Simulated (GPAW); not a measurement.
Here is a GPAW 26.7.0 calculation.

run.py

```python
from ase import Atoms
from ase.dft.bandgap import bandgap
from ase.io import write
from ase.units import Bohr, GPa
from gpaw import GPAW, PW
from gpaw.elf import elf_from_dft_calculation

atoms = Atoms(['Cu', 'O'],
              cell=[[2.8363251093, 0.0, 0.0],
                    [-1.4181625547, 2.4563295981, 0.0],
                    [0.0, 0.0, 2.76811278]],
              scaled_positions=[[0.0, 0.0, 0.0],
                                [0.6666666667, 0.3333333333, 0.5]],
              pbc=True)

calc = GPAW(mode=PW(800),
            xc='PBE',
            kpts={'size': (11, 11, 10), 'gamma': True},
            occupations={'name': 'fermi-dirac', 'width': 0.05},
            nbands=19,
            convergence={'density': 1e-05, 'energy': 1e-05},
            maxiter=150,
            txt='gpaw.txt')
atoms.calc = calc
energy = atoms.get_potential_energy()
forces = atoms.get_forces()
stress = atoms.get_stress()
calc.write('gs.gpw')
write('result.traj', atoms)
print(f'Energy: {energy:.6f} eV')
print('Forces (eV/A):')
print(forces.round(4))
print('Stress (GPa):', (stress / GPa).round(3))
print('Fermi level:', round(calc.get_fermi_level(), 4), 'eV')
print(f'Gap: {bandgap(calc)[0]:.4f} eV, direct: {bandgap(calc, direct=True)[0]:.4f} eV')

# fields on the real-space grid
write('density.cube', atoms, data=calc.get_pseudo_density() * Bohr**3)
write('potential.cube', atoms, data=calc.get_electrostatic_potential())
write('elf.cube', atoms, data=elf_from_dft_calculation(calc).data)
```

Potentials or basis: GPAW PAW data sets (gpaw-data 1.2.1), pw.

Run with:

```console
$ OMP_NUM_THREADS=1 python run.py
```

Q: Predict the pressure.

A: 0.6 GPa.

Q: Predict the band gap on the k mesh.

A: None (metal or under the smearing width).

Stress tensor (GPa, compression positive):
```
 3.91  0.00  0.00
 0.00  3.91  0.00
 0.00  0.00 -5.90
```

Caveat: with this Cu data set, volumes or pressures lay over 1.5 % or 2 GPa off other programs in two to four cells of ten; an odd number of electrons without spin polarisation forces a metal; a magnetic or distorted state may lie lower; the run has no spin polarisation, though such a crystal can be magnetic; semilocal functionals often make such compounds metallic where correlation or magnetic order opens a gap, which also shifts bond lengths. With open d or f shells a metallic result of PBE can be an artefact of self-interaction; +U or a hybrid may open a gap.
